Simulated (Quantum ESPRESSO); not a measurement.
Crystal: TiC.

```xyz
2
Lattice="0.0000 2.1657 2.1657 2.1657 0.0000 2.1657 2.1657 2.1657 0.0000" Properties=species:S:1:pos:R:3 pbc="T T T"
Ti    0.0000    0.0000    0.0000
C     2.1657    2.1657    2.1657
```

The cell is a database's computed one.

* Program: Quantum ESPRESSO 7.5
* Task: phonons
* Functional: PBE
* Potentials or basis: Ansatz NC SR PBE
* Cutoff: 1156 eV
* Density cutoff: 4626 eV
* k mesh: 11 × 11 × 11
* Occupations: cold, width 0.2 eV
* Spin: no spin polarisation
* Mixing beta: 0.5
* Most SCF iterations: 120
* SCF threshold: 4e-10 Ry

Problem. What is the highest optical frequency at the zone centre?

Solution. 509 cm⁻¹, a mode of symmetry T1u (IR).

Optical modes at Γ, degenerate ones joined:
| cm⁻¹ | components | symmetry | active in |
| --- | --- | --- | --- |
| 509 | 3 | T1u | IR |
